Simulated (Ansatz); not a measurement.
# Residual resistivity of an alloy: Pt(111) with 4 layers of random Pt-Rh, 2x2, part 2 of 2

How strongly does chemical disorder scatter in Pt(111) with 4 layers of random Pt-Rh, 2x2?

Ansatz 0.2.0; Ansatz plane-wave DFT, PBE, PAW files; ballistic transport by layer matching (Landauer), zero bias; PAW set soft_1.

So far. Step 3 (With 8 alloy layers): Over the solved energies the transmission per spin lies between 4.99 and 5.80, out of 6.71 channels of the lead on average (up to 7.04).

**4. With 12 alloy layers**

In 12 layers a share of 0.125 of the sites is given to Rh at random. A fresh draw is used; the growth of the resistance with length is what counts.

System of this step: Pt(111) with 12 layers of random Pt-Rh, 2x2. The cell holds 72 atoms: 66 Pt and 6 Rh. Its edges and angles: a = 5.546 Å, b = 5.546 Å, c = 40.757 Å, α = 90.0°, β = 90.0°, γ = 120.0°. It derives from Pt. Regions: lead, 24 atoms (24 Pt); scattering region, 48 atoms (42 Pt and 6 Rh). The structure is stacked along c, and the current runs across the ab planes.

Input file input.yaml:

```yaml
crystal:
  lattice:
    - [5.5462627489, 0.0, 0.0]
    - [-2.7731313745, 4.8032044366, 0.0]
    - [0.0, 0.0, 40.7565411427]
  atoms:
    - { symbol: Pt, position: [0.0, 0.0, 0.0277777778] }
    - { symbol: Pt, position: [0.0, 0.5, 0.0277777778] }
    - { symbol: Pt, position: [0.5, 0.0, 0.0277777778] }
    - { symbol: Pt, position: [0.5, 0.5, 0.0277777778] }
    - { symbol: Pt, position: [0.1666666667, 0.3333333333, 0.0833333333] }
    - { symbol: Pt, position: [0.1666666667, 0.8333333333, 0.0833333333] }
    - { symbol: Pt, position: [0.6666666667, 0.3333333333, 0.0833333333] }
    - { symbol: Pt, position: [0.6666666667, 0.8333333333, 0.0833333333] }
    - { symbol: Pt, position: [0.3333333333, 0.1666666667, 0.1388888889] }
    - { symbol: Pt, position: [0.3333333333, 0.6666666667, 0.1388888889] }
    - { symbol: Pt, position: [0.8333333333, 0.1666666667, 0.1388888889] }
    - { symbol: Pt, position: [0.8333333333, 0.6666666667, 0.1388888889] }
    - { symbol: Pt, position: [0.0, 0.0, 0.1944444444] }
    - { symbol: Pt, position: [0.0, 0.5, 0.1944444444] }
    - { symbol: Pt, position: [0.5, 0.0, 0.1944444444] }
    - { symbol: Pt, position: [0.5, 0.5, 0.1944444444] }
    - { symbol: Pt, position: [0.1666666667, 0.3333333333, 0.25] }
    - { symbol: Pt, position: [0.1666666667, 0.8333333333, 0.25] }
    - { symbol: Pt, position: [0.6666666667, 0.3333333333, 0.25] }
    - { symbol: Pt, position: [0.6666666667, 0.8333333333, 0.25] }
    - { symbol: Pt, position: [0.3333333333, 0.1666666667, 0.3055555556] }
    - { symbol: Pt, position: [0.3333333333, 0.6666666667, 0.3055555556] }
    - { symbol: Pt, position: [0.8333333333, 0.1666666667, 0.3055555556] }
    - { symbol: Pt, position: [0.8333333333, 0.6666666667, 0.3055555556] }
    - { symbol: Pt, position: [0.0, 0.0, 0.3611111111] }
    - { symbol: Rh, position: [0.0, 0.5, 0.3611111111] }
    - { symbol: Pt, position: [0.5, 0.0, 0.3611111111] }
    - { symbol: Pt, position: [0.5, 0.5, 0.3611111111] }
    - { symbol: Pt, position: [0.1666666667, 0.3333333333, 0.4166666667] }
    - { symbol: Pt, position: [0.1666666667, 0.8333333333, 0.4166666667] }
    - { symbol: Pt, position: [0.6666666667, 0.3333333333, 0.4166666667] }
    - { symbol: Rh, position: [0.6666666667, 0.8333333333, 0.4166666667] }
    - { symbol: Pt, position: [0.3333333333, 0.1666666667, 0.4722222222] }
    - { symbol: Pt, position: [0.3333333333, 0.6666666667, 0.4722222222] }
    - { symbol: Rh, position: [0.8333333333, 0.1666666667, 0.4722222222] }
    - { symbol: Pt, position: [0.8333333333, 0.6666666667, 0.4722222222] }
    - { symbol: Pt, position: [0.0, 0.0, 0.5277777778] }
    - { symbol: Rh, position: [0.0, 0.5, 0.5277777778] }
    - { symbol: Pt, position: [0.5, 0.0, 0.5277777778] }
    - { symbol: Pt, position: [0.5, 0.5, 0.5277777778] }
    - { symbol: Pt, position: [0.1666666667, 0.3333333333, 0.5833333333] }
    - { symbol: Pt, position: [0.1666666667, 0.8333333333, 0.5833333333] }
    - { symbol: Rh, position: [0.6666666667, 0.3333333333, 0.5833333333] }
    - { symbol: Pt, position: [0.6666666667, 0.8333333333, 0.5833333333] }
    - { symbol: Pt, position: [0.3333333333, 0.1666666667, 0.6388888889] }
    - { symbol: Pt, position: [0.3333333333, 0.6666666667, 0.6388888889] }
    - { symbol: Pt, position: [0.8333333333, 0.1666666667, 0.6388888889] }
    - { symbol: Pt, position: [0.8333333333, 0.6666666667, 0.6388888889] }
    - { symbol: Pt, position: [0.0, 0.0, 0.6944444444] }
    - { symbol: Rh, position: [0.0, 0.5, 0.6944444444] }
    - { symbol: Pt, position: [0.5, 0.0, 0.6944444444] }
    - { symbol: Pt, position: [0.5, 0.5, 0.6944444444] }
    - { symbol: Pt, position: [0.1666666667, 0.3333333333, 0.75] }
    - { symbol: Pt, position: [0.1666666667, 0.8333333333, 0.75] }
    - { symbol: Pt, position: [0.6666666667, 0.3333333333, 0.75] }
    - { symbol: Pt, position: [0.6666666667, 0.8333333333, 0.75] }
    - { symbol: Pt, position: [0.3333333333, 0.1666666667, 0.8055555556] }
    - { symbol: Pt, position: [0.3333333333, 0.6666666667, 0.8055555556] }
    - { symbol: Pt, position: [0.8333333333, 0.1666666667, 0.8055555556] }
    - { symbol: Pt, position: [0.8333333333, 0.6666666667, 0.8055555556] }
    - { symbol: Pt, position: [0.0, 0.0, 0.8611111111] }
    - { symbol: Pt, position: [0.0, 0.5, 0.8611111111] }
    - { symbol: Pt, position: [0.5, 0.0, 0.8611111111] }
    - { symbol: Pt, position: [0.5, 0.5, 0.8611111111] }
    - { symbol: Pt, position: [0.1666666667, 0.3333333333, 0.9166666667] }
    - { symbol: Pt, position: [0.1666666667, 0.8333333333, 0.9166666667] }
    - { symbol: Pt, position: [0.6666666667, 0.3333333333, 0.9166666667] }
    - { symbol: Pt, position: [0.6666666667, 0.8333333333, 0.9166666667] }
    - { symbol: Pt, position: [0.3333333333, 0.1666666667, 0.9722222222] }
    - { symbol: Pt, position: [0.3333333333, 0.6666666667, 0.9722222222] }
    - { symbol: Pt, position: [0.8333333333, 0.1666666667, 0.9722222222] }
    - { symbol: Pt, position: [0.8333333333, 0.6666666667, 0.9722222222] }
kpoints:
  mp_grid: { grid: [5, 5, 1] }
hamiltonian:
  xc: pbe
  pseudopotentials: { kind: paw, azcp: { folder: soft_1 } }
scf:
  occupations: { method: fermi_dirac, width: 0.1 }
output:
  transmission:
    leads: [[0, 4]]
    kmesh: [10, 10]
    e_range: [-0.05, 0.05]
    de: 0.05
  write_potential: true
  write_density: true
  volumetric_format: npy
```

Run with:

```bash
$ ansatz run input.yaml --threads 4 --pin off --max-ram 15360MiB --backend cpu --events-out ev --progress --plain --runs-dir out
```

Numbers of over 12 decimals in the logs are rounded to 6 here.

The program printed:

```text
[...]
Crystal: 72 atoms, lattice volume = 1085.747 Å³
Basis set: ecut = 420 eV, 21305 PW (Γ)
Bands: 774, of which v1, the nominal top of the filled ones, is band 645 counted from 1 (644 counted from 0)
Symmetry: 1 space group operations
[...]
k-points: 13 of 25 (time reversal used)
[...]
SCF iter   1: F=—  HF=-865076.571693 eV  |F-HF|=—  |Δ(HF+E_count)|=         —  Δρ=9.50e-2  dr2=1.16e3  ethr=3.10e-3  ⟨swp⟩=4.8  Hψ=30422  notcnv=0  defer=371
[...]
SCF iter  11: F=-865049.175118 eV  HF=-865049.175118 eV  |F-HF|=1.59e-8  |Δ(HF+E_count)|=   1.98e-9  Δρ=4.09e-7  dr2=1.65e-8  ethr=2.55e-12  ⟨swp⟩=1.0  Hψ=26319  notcnv=0
SCF 1 converged in 11 iterations: F = -865049.175118 eV  dr2 = 1.65e-8
[...]
transmission: 381 of 3796 steps passed
transmission: 761 of 3796 steps passed
[...]
transmission: 3796 of 3796 steps passed
SCF converged after 11 iterations
Free energy (F): -865049.175118 eV
[...]
Internal energy: -865045.087792 eV  (E = F + TS)
E sigma→0 (E₀):  -865047.131455 eV
Entropy (-TS):   -4.087326 eV (-56.768 meV/atom)
Fermi energy:    23.133968 eV
[...]
--- Band table (eV; the first three rows and the last of 13) ---
  k-point 0: bands = [... 641 lower, 23.3573, 23.3586, 23.3669, 23.3733, 23.3969, 23.3993, 23.4067, 23.4197, ... 125 higher]
  k-point 1: bands = [... 641 lower, 23.1483, 23.1577, 23.1656, 23.1795, 23.1900, 23.2003, 23.2060, 23.2225, ... 125 higher]
  k-point 2: bands = [... 641 lower, 23.0760, 23.0953, 23.1310, 23.1673, 23.1997, 23.2202, 23.2385, 23.2510, ... 125 higher]
  k-point 12: bands = [... 641 lower, 23.0280, 23.0529, 23.0782, 23.0953, 23.1396, 23.1486, 23.1591, 23.1758, ... 125 higher]
--- Transmission ---
  basis      : 241 plane waves across, 73 finite elements along
  points     : 52, standing for a mesh of 10 x 10
[...]
channels       : 6.890000e0 a spin
[...]
junction   : crystal 0 to crystal 0, 1.57 to 40.06 Å
    transmission   : 4.936561e0 a spin
[...]
```

Run time: 28 min. Hardware: 4 threads of Arm Neoverse V1, shared host; peak memory 8.5 GiB; 1.7 h of CPU time.

This step gave:

```yaml
free_energy: -865049.1751 eV
energy_at_zero_smearing: -865047.1315 eV
fermi_energy: 23.13 eV
transmission_per_spin_nearest_the_fermi_level: 4.937
step_of_the_lead_s_potential: 0.4 meV
```

Per spin. The transmission, zone mean by energy, zero at the Fermi level:

```tsv
energy (eV)	transmission, zone mean
-0.0500	5.33
0.0000	4.94
0.0500	4.52
```

Over the solved energies the transmission per spin lies between 4.52 and 5.33, out of 6.71 channels of the lead on average (up to 7.04).

**5. Resistance against length**

This step: Ansatz plane-wave DFT, PBE, PAW files; ballistic transport by layer matching (Landauer), zero bias; residual resistivity from the slope of the area resistance, atoms on the host's lattice; PAW set soft_1 (Ansatz 0.2.0).

This step gave:

```
resistivity           : 4.601 µΩ cm
intercept             : 0.05478 fΩ m²
scatter about the fit : 0.007951 fΩ m²
```

Resistance, by row:

```tsv
run	length (Å)	T	channels N	RA (fΩ m²)
n4	9.057	5.625	6.753	0.1021
n8	18.11	5.38	6.713	0.1269
n12	27.17	4.929	6.713	0.1854
```

The area resistance by length of the alloy:

```tsv
length of the alloy (Å)	area resistance (fΩ m²)
9.06	0.102
18.11	0.127
27.17	0.185
```

The area resistance goes from 0.10 to 0.19 fΩ m² between 9.1 and 27.2 Å, a slope of 4.6 µΩ cm.

By hand from the end points: (0.1854 − 0.1021) fΩ m² / (27.17 − 9.06) Å = 4.6 µΩ cm, since 1 fΩ m² per Å is 1000 µΩ cm.

**6. Summary of results**

| Quantity | Value |
| --- | --- |
| resistivity from the slope | 4.60 µΩ cm |
| area resistance over 9.06 Å | 0.102 fΩ m² |
| area resistance over 18.1 Å | 0.127 fΩ m² |
| area resistance over 27.2 Å | 0.185 fΩ m² |

In words: The slope gives 4.6 µΩ cm. The points scatter by 0.0080 fΩ m² about the line, with one random draw a length in a 2x2 cell, so the slope is a rough value. Read with a model of isotropic scattering on a spherical Fermi surface and the lead's 2.0×10¹⁵ S/m², this slope means a mean free path near 93 Å; over these lengths the model's slope is 1.12 times its bulk resistivity, which would be 4.1 µΩ cm. The draw over the shortest length came out nearly ordered, with 8 symmetry operations, so that point is a poor sample of a random alloy. The atoms sit on the host's lattice, so scattering by size misfit is left out. Spin-orbit coupling is left out, which matters for Pt.

[Logs are printed without paths, hosts, clocks, repeated set-up lines and the standing remarks that a program may print on its own settings, such as how far it seeks lower states.]

[Hosts, paths, dates, database ids (printed as entryN), source tags and the programs' standing remarks are cut or masked in the printed files.]
